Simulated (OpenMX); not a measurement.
Crystal: CdTe.

```xyz
2
Lattice="0.0000 3.2050 3.2050 3.2050 0.0000 3.2050 3.2050 3.2050 0.0000" Properties=species:S:1:pos:R:3 pbc="T T T"
Te    4.8075    4.8075    4.8075
Cd    0.0000    0.0000    0.0000
```

Base run:

| Property | Result |
| --- | --- |
| Program | OpenMX 3.8.5 |
| Functional | PBE |
| Potentials or basis | OpenMX 2013 PBE set, Te7.0-s3p3d2f1, Cd7.0-s3p2d2f1, grid cutoff 500 Ry |
| k mesh | 7 × 7 × 7 |
| Occupations | fermi-dirac, width 0.05 eV |
| Spin | no spin polarisation |

Its results: band gap on the k mesh 1.05 eV, direct; pressure 4.6 GPa.

Q: After a change of settings the same cell gave: band gap on the k mesh 0.96 eV, direct; pressure 0.7 GPa. Which change was it?
A. potentials or basis from OpenMX 2013 PBE set, Te7.0-s3p3d2f1, Cd7.0-s3p2d2f1, grid cutoff 500 Ry to OpenMX 2013 PBE set, Te7.0-s3p2d2, Cd7.0-s3p2d1, grid cutoff 500 Ry
B. potentials or basis from OpenMX 2013 PBE set, Te7.0-s3p3d2f1, Cd7.0-s3p2d2f1, grid cutoff 500 Ry to OpenMX 2013 PBE set, Te7.0-s3p2d2f1, Cd7.0-s3p2d2, grid cutoff 500 Ry
C. functional from PBE to LDA; potentials or basis from OpenMX 2013 PBE set, Te7.0-s3p3d2f1, Cd7.0-s3p2d2f1, grid cutoff 500 Ry to OpenMX 2013 LDA set, Te7.0-s3p2d2f1, Cd7.0-s3p2d2, grid cutoff 500 Ry

A: C.

Caveats: spin-orbit coupling is left out, which moves the levels of the heavy elements; the basis of atomic orbitals isn't converged, which shifts pressures, moduli and gaps.

Not every run made on this cell is shown here.
